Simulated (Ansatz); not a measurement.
# Pd (Pd, dhcp): the cost of one run

Computed with Ansatz 0.2.0 (DFT RPBE, plane waves (420 eV) with PAW, scalar-relativistic; the PAW data stem from PBE, with regenerated cores, unless a step says otherwise).

## Step 1: Starting point

It takes space group P6_3/mmc (No. 194, hexagonal). The conventional cell has a = 2.751 Å, b = 2.751 Å, c = 8.983 Å, α = 90.00°, β = 90.00°, γ = 120.00°. Around Pd (site symmetry -3m) lie 12 Pd at 2.75 Å. Around Pd (site symmetry -6m2) lie 12 Pd at 2.75 Å.

As a file:

```
Pd
1.0
     2.75050    0.00000    0.00000
    -1.37525    2.38200    0.00000
     0.00000    0.00000    8.98313
Pd
4
Direct
  0.00000 0.00000 0.00000
  0.00000 0.00000 0.50000
  0.33333 0.66667 0.25000
  0.66667 0.33333 0.75000
```

## Step 2: Relaxation of the cell

File input.yaml:

```yaml
crystal:
  lattice:
    - [2.7505001182, 0.0, 0.0]
    - [-1.3752500591, 2.3820029755, 0.0]
    - [0.0, 0.0, 8.9831333861]
  atoms:
    - { symbol: Pd, position: [0.0, 0.0, 0.0] }
    - { symbol: Pd, position: [0.0, 0.0, 0.5] }
    - { symbol: Pd, position: [0.3333333333, 0.6666666667, 0.25] }
    - { symbol: Pd, position: [0.6666666667, 0.3333333333, 0.75] }
hamiltonian:
  xc: rpbe
  pseudopotentials:
    kind: paw
    azcp:
      Pd: "pseudopotentials/Pd.paw.azcp"
basis:
  ecutwfc: 420
  fft_grid_basis: typed
kpoints:
  mp_grid: { grid: [13, 13, 4], shift: [0, 0, 0] }
magnetization:
  spin_polarized: false
scf:
  occupations: { method: fermi_dirac, width: 0.1 }
relax:
  max_steps: 60
  f_tol: 0.01
  cell: {}
output:
  write_density: true
  write_potential: true
  elf: true
  volumetric_format: npy
```

What time and memory should one allow on 2 threads of an x86-64 CPU, shared host?

About 32 s, with a peak of 0.49 GiB.
